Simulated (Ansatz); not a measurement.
# SiC (P6_3mc) in Ansatz: further runs

One crystal, SiC, is run at these levels: PBEsol+D4, RPBE; tasks: relaxation of cell and atoms.

Program: Ansatz 0.2.0. These are calculated values, not measurements. Logs are shortened: lines on timing, memory, paths and dates and some standing lists are left out, and cuts for length are marked.

**1. Starting point**

It takes space group P6_3mc (No. 186, hexagonal). Conventional cell: a = 3.076 Å, b = 3.076 Å, c = 10.071 Å, α = 90.00°, β = 90.00°, γ = 120.00°. Si (site symmetry 3m) is surrounded by 4 C at 1.88 to 1.89 Å. Si (site symmetry 3m) has 4 C at 1.88 to 1.89 Å as nearest neighbours. C (site symmetry 3m) has 4 Si at 1.88 to 1.89 Å as nearest neighbours. C (site symmetry 3m) is surrounded by 4 Si at 1.88 to 1.89 Å.

The cell is a database's computed one.

**2. Relaxation of cell and atoms, PBEsol+D4**

input.yaml reads:

```yaml
crystal:
  lattice:
    - [3.0756941497, 0.0, 0.0]
    - [-1.5378470748, 2.6636292679, 0.0]
    - [0.0, 0.0, 10.07064648]
  atoms:
    - { symbol: Si, position: [0.0, 0.0, 0.18789438] }
    - { symbol: Si, position: [0.0, 0.0, 0.68789438] }
    - { symbol: Si, position: [0.3333333333, 0.6666666667, 0.43784198] }
    - { symbol: Si, position: [0.6666666667, 0.3333333333, 0.93784198] }
    - { symbol: C, position: [0.0, 0.0, 0.00046005] }
    - { symbol: C, position: [0.0, 0.0, 0.50046005] }
    - { symbol: C, position: [0.3333333333, 0.6666666667, 0.24980259] }
    - { symbol: C, position: [0.6666666667, 0.3333333333, 0.74980259] }
hamiltonian:
  xc: pbesol
  pseudopotentials: { kind: paw }
  dispersion: d4
kpoints:
  mp_grid: { grid: [10, 10, 3] }
scf:
  occupations: { method: fermi_dirac, width: 0.05 }
output:
  forces: true
  stress: true
  write_density: true
  write_potential: true
  elf: true
  volumetric_format: npy
relax:
  f_tol: 0.01
  max_steps: 40
  cell: { stress_tol: 0.05 }
```

Potentials or basis: Ansatz PAW.

Started as:

```sh
$ ansatz run input.yaml --threads 4 --pin off --max-ram 11264MiB --backend cpu --events-out ev --progress --plain --runs-dir out
```

What it wrote:

```text
Warning: RAYON_NUM_THREADS=4 ignored (pool sized by the plan → 4); use --threads N
Engine: ansatz 0.2.0, x86_64-unknown-linux-gnu
Pseudopotentials: kind: paw
Pseudopotential: Si, paw, valence charge 4, recommended cutoff 420 eV (normal), Si.paw.azcp
Pseudopotential: C, paw, valence charge 4, recommended cutoff 420 eV (normal), C.paw.azcp
Functional definition: PBEsol
  exchange = pbesol_x
  correlation = pbesol_c
Crystal: 8 atoms, lattice volume = 82.504 Å³
Basis set: ecut = 420 eV, 1605 PW (Γ), exchange–correlation on 48×48×144 points (8 copies of the dense FFT grid, shifted against one another)
Bands: 24, of which v1, the nominal top of the filled ones, is band 16 counted from 1 (15 counted from 0)
Symmetry: 12 space group operations
Space group: P63mc (ITA 186), of the structure as read, at distance tolerance 4.4e-5 Å
k-points: 28 of 300 (time reversal used)
Non-local potential: Si, projectors of the file, l = 0: 2, l = 1: 2, l = 2: 2
Non-local potential: C, projectors of the file, l = 0: 2, l = 1: 2, l = 2: 1
PAW form: soft (Blöchl's): semilocal exchange-correlation on the pseudo side does not see the compensation charge
PAW frozen core: Si, regenerated for the run's functional, and the local potential with it (the file was generated under x = pbe(κ = 0.804, μ = 0.2195149727645171), c = pbe(β = 0.06672455060314922))
PAW frozen core: C, regenerated for the run's functional, and the local potential with it (the file was generated under x = pbe(κ = 0.804, μ = 0.2195149727645171), c = pbe(β = 0.06672455060314922))
PAW one-centre angular grid: Si, 110 points (default); XC on 64 Gauss nodes
PAW one-centre angular grid: C, 110 points (default); XC on 64 Gauss nodes
Initial density: superposition of atomic densities (neutral atoms: chi_scale 0, normalization atom), corrected by the library's trained network
Initial wavefunctions: pseudopotential atomic-orbital guess
Functional: x = pbesol(κ = 0.804, μ = 0.12345679012345678), c = pbesol(β = 0.046)
SCF iter   1: F=—  HF=-3476.350459 eV  |F-HF|=—  |Δ(HF+E_count)|=         —  Δρ=8.63e-3  dr2=7.47e-2  ethr=1.77e-3  ⟨swp⟩=6.3  Hψ=3804  notcnv=0  defer=4
preconditioner: auto → none  [insulator: Δε(μ)=2.013 eV  Ē_g=11.851 eV  σ=0.050 eV  W_gap=1.00  n_scr=6 (ndim 8)  ℏωp=23.1 eV  f_vac=0.000  D(μ)=0.00/eV (n_scr^D=0)  ε∞_Penn≈4.8]
SCF iter   2: F=—  HF=-3476.329240 eV  |F-HF|=—  |Δ(HF+E_count)|=   2.12e-2  Δρ=1.58e-3  dr2=1.98e-3  ethr=2.33e-4  ⟨swp⟩=2.9  Hψ=1420  notcnv=0  defer=72
SCF iter   3: F=—  HF=-3476.328918 eV  |F-HF|=—  |Δ(HF+E_count)|=   3.23e-4  Δρ=5.36e-4  dr2=1.64e-4  ethr=6.18e-6  ⟨swp⟩=2.1  Hψ=1045  notcnv=0  defer=72
SCF iter   4: F=—  HF=-3476.328931 eV  |F-HF|=—  |Δ(HF+E_count)|=   1.32e-5  Δρ=9.44e-5  dr2=1.36e-5  ethr=5.13e-7  ⟨swp⟩=2.8  Hψ=1093  notcnv=0  defer=72
SCF iter   5: F=—  HF=-3476.328839 eV  |F-HF|=—  |Δ(HF+E_count)|=   9.17e-5  Δρ=3.61e-5  dr2=9.55e-7  ethr=4.24e-8  ⟨swp⟩=2.0  Hψ=895  notcnv=0  defer=72
SCF iter   6: F=-3476.328839 eV  HF=-3476.328839 eV  |F-HF|=1.05e-8  |Δ(HF+E_count)|=   1.95e-7  Δρ=8.88e-6  dr2=3.94e-8  ethr=3.13e-10  ⟨swp⟩=8.9  Hψ=3899  notcnv=0
SCF 1 converged in 6 iterations: F = -3476.328839 eV  dr2 = 3.94e-8
relax step   1: F+E_penalty+E_count = -3476.32883944 eV  Δ(F+E_penalty+E_count) = +0.000e0 eV  max|allowed force component| = 3.929e-3 eV/Å  Δτ_max = 0.0000 Å  P = -1.994 GPa  Ω = 82.504 Å³  (6 SCF iters, dr2 threshold 1.00e-7 eV, accepted)
Crystal: 8 atoms, lattice volume = 82.109 Å³
Initial density: handed on by an earlier stage of this run
Initial wavefunctions: those handed on with the density
iter 1 solved again at ethr=4.77e-6 eV; its pass at ethr=3.10e-3 eV (dr2=1.53e-3 eV) is discarded
SCF iter   1: F=—  HF=-3476.333749 eV  |F-HF|=—  |Δ(HF+E_count)|=         —  Δρ=1.21e-3  dr2=1.47e-3  ethr=4.77e-6  ⟨swp⟩=1.7  Hψ=3184  notcnv=0
preconditioner: auto → none  [insulator: Δε(μ)=2.134 eV  Ē_g=11.937 eV  σ=0.050 eV  W_gap=1.00  n_scr=6 (ndim 8)  ℏωp=23.2 eV  f_vac=0.000  D(μ)=0.00/eV (n_scr^D=0)  ε∞_Penn≈4.8]
SCF iter   2: F=—  HF=-3476.333282 eV  |F-HF|=—  |Δ(HF+E_count)|=   4.67e-4  Δρ=1.97e-4  dr2=3.91e-5  ethr=4.59e-6  ⟨swp⟩=2.1  Hψ=1017  notcnv=0
SCF iter   3: F=—  HF=-3476.333184 eV  |F-HF|=—  |Δ(HF+E_count)|=   9.74e-5  Δρ=5.60e-5  dr2=2.08e-6  ethr=1.22e-7  ⟨swp⟩=2.7  Hψ=1154  notcnv=0
iter 4 did not close the SCF: its close was put off for the readings that it lacked (scf_convergence_deferred on its scf_iter line)
SCF iter   4: F=-3476.333184 eV  HF=-3476.333184 eV  |F-HF|=1.64e-7  |Δ(HF+E_count)|=   3.30e-7  Δρ=9.93e-6  dr2=2.07e-7  ethr=6.51e-9  ⟨swp⟩=2.9  Hψ=1196  notcnv=0
iter 5 did not close the SCF: its close was put off for the readings that it lacked (scf_convergence_deferred on its scf_iter line)
SCF iter   5: F=-3476.333184 eV  HF=-3476.333184 eV  |F-HF|=4.46e-9  |Δ(HF+E_count)|=   4.57e-8  Δρ=3.58e-6  dr2=1.21e-8  ethr=6.48e-10  ⟨swp⟩=2.0  Hψ=944  notcnv=0
SCF iter   6: F=-3476.333184 eV  HF=-3476.333184 eV  |F-HF|=7.00e-11  |Δ(HF+E_count)|=  3.16e-10  Δρ=9.45e-7  dr2=4.13e-10  ethr=3.77e-11  ⟨swp⟩=5.4  Hψ=3550  notcnv=0
SCF 2 converged in 6 iterations: F = -3476.333184 eV  dr2 = 4.13e-10
[... 51 lines left out ...]
iter 5 did not close the SCF: its close was put off for the readings that it lacked (scf_convergence_deferred on its scf_iter line)
SCF iter   5: F=-3476.333411 eV  HF=-3476.333411 eV  |F-HF|=1.82e-12  |Δ(HF+E_count)|=  5.00e-12  Δρ=1.85e-8  dr2=2.75e-13  ethr=1.00e-12  ⟨swp⟩=1.0  Hψ=672  notcnv=0
iter 6 did not close the SCF: its close was put off for the readings that it lacked (scf_convergence_deferred on its scf_iter line)
SCF iter   6: F=-3476.333411 eV  HF=-3476.333411 eV  |F-HF|=0.00e0  |Δ(HF+E_count)|=  1.36e-12  Δρ=1.07e-8  dr2=6.12e-14  ethr=1.00e-12  ⟨swp⟩=1.0  Hψ=672  notcnv=0
iter 7 did not close the SCF: its close was put off for the readings that it lacked (scf_convergence_deferred on its scf_iter line)
SCF iter   7: F=-3476.333411 eV  HF=-3476.333411 eV  |F-HF|=4.55e-13  |Δ(HF+E_count)|=  4.55e-13  Δρ=3.93e-9  dr2=7.07e-15  ethr=1.00e-12  ⟨swp⟩=1.0  Hψ=672  notcnv=0
SCF iter   8: F=-3476.333411 eV  HF=-3476.333411 eV  |F-HF|=0.00e0  |Δ(HF+E_count)|=  4.55e-13  Δρ=1.23e-9  dr2=3.95e-16  ethr=1.00e-12  ⟨swp⟩=2.0  Hψ=1900  notcnv=0
SCF 6 converged in 8 iterations: F = -3476.333411 eV  dr2 = 3.95e-16
relax step   6: F+E_penalty+E_count = -3476.33341128 eV  Δ(F+E_penalty+E_count) = +1.605e-5 eV  max|allowed force component| = 8.589e-4 eV/Å  Δτ_max = 0.0000 Å  P = +0.001 GPa  Ω = 81.766 Å³  stress off target by 2.62e-2 GPa  SCF on the basis re-selected at this cell (its energy is not comparable with the rows above)  (8 SCF iters)
basis re-selected at this cell: Δ(F+E_penalty+E_count) = +1.605e-5 eV, ΔP = -0.000 GPa vs the last step (what re-selecting the basis moved, of the pressure what is left beyond the Pulay correction that the steps carried, after the strain that the cell walked since its last selection, with what the two solves' SCF thresholds leave and, on support functions, any second-order correction that the steps lacked; it is no measure of the basis error at this ecutwfc). This SCF's stress stands 2.62e-2 GPa from its target on what of the cell is left free (relax.cell.stress_tol is 5.00e-2 GPa) and its largest allowed force component is 8.59e-4 eV/Å (relax.f_tol is 1.00e-2 eV/Å): within both
SCF converged after 8 iterations
Free energy (F): -3476.333411 eV
Harris-Foulkes:  -3476.333411 eV  (|F-HF|=0.00e0)
Internal energy: -3476.333411 eV  (E = F + TS)
E sigma→0 (E₀):  -3476.333411 eV
Fermi energy:    10.708533 eV
--- Per-component energies (eV) ---
  E_band       = 116.151216
  E_kinetic    = 543.685192
  E_local      = -413.836026  (includes V_loc(G=0)·N_el)
  E_nonlocal   = 208.517227
  E_hartree    = 126.496493
  E_xc         = -419.392678
  E_vxc        = -437.764333  (∫ρ·V_xc dr)
  E_paw        = -2377.572251  (= ΣΔE_a)
  E_vpaw       = -37.443889  (= ΣTr[D̂ρ^β])
  E_aug_tail   = 0.000059  (compensation charges beyond the density's cutoff)
  E_ewald      = -1142.937280
  E_disp       = -1.504791  (pairwise vdW)
  E_core_change = 0.210645  (= ΣΔE_core)
  E_smearing   = -0.000000  (= −TS)
  E_closure    = -0.000000  (closes the sum)
  Σ components = -3476.333411   (vs F -3476.333411, Δ=0.00e0)
--- Forces (eV/Å), atoms counted from 1 ---
  atom   1  Si     0.00000000     0.00000000    -0.00027916
  atom   2  Si    -0.00000000     0.00000000    -0.00027916
  atom   3  Si    -0.00000000     0.00000000    -0.00085875
  atom   4  Si     0.00000000     0.00000000    -0.00085875
  atom   5  C     -0.00000000     0.00000000     0.00073162
  atom   6  C      0.00000000    -0.00000000     0.00073162
  atom   7  C     -0.00000000     0.00000000     0.00040687
  atom   8  C      0.00000000     0.00000000     0.00040687
  max |Σ_I F_I| component: 1.15e-6 eV/Å
--- Stress (GPa, compression-positive) ---
       -0.011106      -0.000000       0.000000
       -0.000000      -0.011106       0.000000
        0.000000       0.000000       0.026169
  P = ⅓ Tr σ = 0.0013 GPa (0.013 kbar)
--- Band table (eV; the first three rows and the last of 28) ---
  k-point 0: bands = ["-5.9552", "-4.7603", "-4.7239", "-2.3060", "0.9015", "5.2171", "5.2558", "8.4421", "8.4421", "8.9064", "8.9064", "9.0508", "9.0508", "9.5891", "9.6389", "9.6389", "14.7588", "15.3361", "15.9810", "15.9953", "16.6143", "16.6143", "16.6165", "16.6165"]
  k-point 1: bands = ["-5.8176", "-5.4087", "-3.8557", "-2.8726", "1.6899", "3.3235", "7.1856", "8.5078", "8.5078", "8.6926", "8.6926", "8.8524", "9.2948", "9.2948", "9.5412", "9.5412", "14.8538", "15.1112", "16.2643", "16.3845", "16.6685", "16.6685", "16.6787", "16.6787"]
  k-point 2: bands = ["-5.7793", "-4.5901", "-4.5530", "-2.1576", "1.0641", "5.2704", "5.3129", "7.4914", "8.1155", "8.1421", "8.2916", "8.7088", "8.8045", "9.0041", "9.4711", "9.5632", "15.0609", "15.6593", "15.7319", "16.2544", "16.4798", "16.6870", "16.8557", "17.0540"]
  k-point 27: bands = ["-1.7712", "-1.5406", "-1.0197", "-0.9233", "2.0331", "2.3097", "2.3377", "2.8619", "3.7785", "3.9763", "4.7727", "5.0728", "6.0158", "6.9587", "7.2033", "7.5553", "12.9297", "13.0874", "15.2723", "16.0423", "16.2029", "17.0826", "18.2115", "18.4443"]
--- Relaxed structure (4 steps of the walk, 4 accepted, 2 SCFs on fresh bases) ---
  F+E_penalty+E_count = -3476.33341128 eV   max|allowed force component| = 8.589e-4 eV/Å   (the final SCF, on the basis selected at the relaxed cell)
  cell:  # Å, volume = 81.7659 Å³
    - [3.0668757051044966, -2.8784715554201137e-11, -9.387197461396905e-19]
    - [-1.53343785252732, 2.6559922708841985, 5.210839596307822e-19]
    - [-3.073619887759253e-18, 1.9555836715314152e-19, 10.038049232586689]
  atoms:
    - { symbol: Si, position: [4.639322871769274e-21, 5.020959550328286e-32, 0.18791990467140068] }
    - { symbol: Si, position: [4.639322871766698e-21, 5.027880861065928e-32, 0.6879199046714006] }
    - { symbol: Si, position: [0.3333333333333333, 0.6666666666666669, 0.4378353914659317] }
    - { symbol: Si, position: [0.6666666666666667, 0.33333333333333337, 0.9378353914659315] }
    - { symbol: C, position: [-3.282198862930235e-21, -3.50478636548656e-32, 0.0004419919665835488] }
    - { symbol: C, position: [-3.2821988629301883e-21, -3.5792204310221536e-32, 0.5004419919665837] }
    - { symbol: C, position: [0.3333333333333333, 0.6666666666666669, 0.24980171189608394] }
    - { symbol: C, position: [0.6666666666666667, 0.33333333333333337, 0.749801711896084] }
```

It took 10 s on 4 threads of Intel Xeon at 2.70GHz, shared host; peak memory 0.42 GiB.

What came out:

```yaml
Free_energy: -3476.3334 eV
Relaxed_volume: 10.22 Å³/atom
Relaxed_cell: a = 3.067 Å, b = 3.067 Å, c = 10.038 Å, α = 90.00°, β = 90.00°, γ = 120.00°
Space_group_after_relaxing_to_0.05_Å: P6_3mc (No. 186)
Energy_gained_by_relaxing: 0.6 meV/atom
Ionic_steps: 6
Pressure_after_relaxing: 0.0 GPa
Band_gap_on_the_k_mesh: 2.12 eV, indirect (least direct gap 3.25 eV)
```

The path:
```tsv
step	energy change (eV)	largest force (eV/Å)	volume (Å³)
1	0.0000	0.0039	82.50
2	-0.0043	0.0040	82.11
3	-0.0059	0.0006	81.77
4	-0.0046	0.0006	81.77
5	-0.0046	0.0009	81.77
6	-0.0046	0.0009	81.77
```

Final structure:
```cif
data_structure
_symmetry_space_group_name_H-M 'P 1'
_symmetry_Int_Tables_number 1
_cell_length_a 3.0669
_cell_length_b 3.0669
_cell_length_c 10.0380
_cell_angle_alpha 90.000
_cell_angle_beta 90.000
_cell_angle_gamma 120.000
_cell_volume 81.77
loop_
_atom_site_label
_atom_site_type_symbol
_atom_site_fract_x
_atom_site_fract_y
_atom_site_fract_z
_atom_site_occupancy
Si1 Si 0.00000 0.00000 0.18792 1
Si2 Si 0.00000 0.00000 0.68792 1
Si3 Si 0.33333 0.66667 0.43784 1
Si4 Si 0.66667 0.33333 0.93784 1
C1 C 0.00000 0.00000 0.00044 1
C2 C 0.00000 0.00000 0.50044 1
C3 C 0.33333 0.66667 0.24980 1
C4 C 0.66667 0.33333 0.74980 1
```

Caveat: odd divisions of the mesh miss points on the zone boundary, where band edges often lie, so the gap on the mesh can be too wide; the plane-wave basis is chosen anew once the cell has moved, so the energies of steps on either side of that aren't comparable; the PAW data sets come from PBE, with cores solved anew for the run's functional, which leaves a small shift of forces and pressure.

**3. Relaxation of cell and atoms, RPBE**

Changes to input.yaml since step 2:

```diff
@@ -15,5 +15,4 @@
 hamiltonian:
-  xc: pbesol
+  xc: rpbe
   pseudopotentials: { kind: paw }
-  dispersion: d4
 kpoints:
@@ -25,6 +24,2 @@
   stress: true
-  write_density: true
-  write_potential: true
-  elf: true
-  volumetric_format: npy
 relax:
```

Potentials or basis: Ansatz PAW.

Started as:

```sh
$ ansatz run input.yaml --threads 4 --pin off --max-ram 11264MiB --backend cpu --events-out ev --progress --plain --runs-dir out
```

Run time: 9.8 s. Hardware: 4 threads of Intel Xeon at 2.70GHz, shared host; peak memory 0.41 GiB.

The run converged. Its results:

```
Free energy                            : -3565.9346 eV
Relaxed volume                         : 10.66 Å³/atom
Relaxed cell                           : a = 3.110 Å, b = 3.110 Å, c = 10.180 Å, α = 90.00°, β = 90.00°, γ = 120.00°
Space group after relaxing (to 0.05 Å) : P6_3mc (No. 186)
Energy gained by relaxing              : 7.5 meV/atom
Ionic steps                            : 8
Pressure after relaxing                : 0.0 GPa
Band gap on the k mesh                 : 2.24 eV
```

Step by step:
| step | energy change (eV) | largest force (eV/Å) | volume (Å³) |
| --- | --- | --- | --- |
| 1 | 0.0000 | 0.0108 | 82.50 |
| 2 | -0.0445 | 0.0090 | 83.94 |
| 3 | -0.0554 | 0.0006 | 85.16 |
| 4 | -0.0553 | 0.0041 | 85.21 |
| 5 | -0.0553 | 0.0003 | 85.21 |
| 6 | -0.0601 | 0.0003 | 85.21 |
| 7 | -0.0601 | 0.0000 | 85.25 |
| 8 | -0.0601 | 0.0000 | 85.25 |

Final structure:
```cif
data_structure
_symmetry_space_group_name_H-M 'P 1'
_symmetry_Int_Tables_number 1
_cell_length_a 3.1097
_cell_length_b 3.1097
_cell_length_c 10.1798
_cell_angle_alpha 90.000
_cell_angle_beta 90.000
_cell_angle_gamma 120.000
_cell_volume 85.25
loop_
_atom_site_label
_atom_site_type_symbol
_atom_site_fract_x
_atom_site_fract_y
_atom_site_fract_z
_atom_site_occupancy
Si1 Si 0.00000 0.00000 0.18791 1
Si2 Si 0.00000 0.00000 0.68791 1
Si3 Si 0.33333 0.66667 0.43785 1
Si4 Si 0.66667 0.33333 0.93785 1
C1 C 0.00000 0.00000 0.00044 1
C2 C 0.00000 0.00000 0.50044 1
C3 C 0.33333 0.66667 0.24981 1
C4 C 0.66667 0.33333 0.74981 1
```

Caveat: odd divisions of the mesh miss points on the zone boundary, where band edges often lie, so the gap on the mesh can be too wide; the plane-wave basis is chosen anew once the cell has moved, so the energies of steps on either side of that aren't comparable; the PAW data sets come from PBE, with cores solved anew for the run's functional, which leaves a small shift of forces and pressure.
